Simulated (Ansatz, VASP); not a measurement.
# One calculation of Pt, two programs

```
Pt
1.0
     0.00000    1.98692    1.98692
     1.98692    0.00000    1.98692
     1.98692    1.98692    0.00000
Pt
1
Cartesian
  0.0000 0.0000 0.0000
```

Alike in both runs: functional PBE; k mesh 16 × 16 × 16; occupations fermi-dirac, width 0.15 eV; no spin polarisation.

Ansatz relaxed the structure, and its values are those at the end. VASP's run is a single point on that final structure, the one shown.

```csv
,VASP,Ansatz
version,VASP 6.6.1,Ansatz 0.2.0
potentials or method,"VASP PAW PBE potentials, release 64 (Pt)","scalar-relativistic, plane waves, PAW"
plane-wave cutoff (eV),520,420
valence electrons in the cell,10,18
```

```tsv
	VASP	Ansatz	Ansatz less VASP
gap on the k mesh at the Fermi level (eV)	none	none	-
pressure (GPa)	-0.5	0.0	+0.46
```

A gap of «none» marks a metal or a gap that the smearing closes. The functional is the same, so the differences come from potentials, cutoffs and numerics. The two sets of potentials don't hold the same shells in valence.

The runs have no spin-orbit coupling, so splittings on Pt are missing.
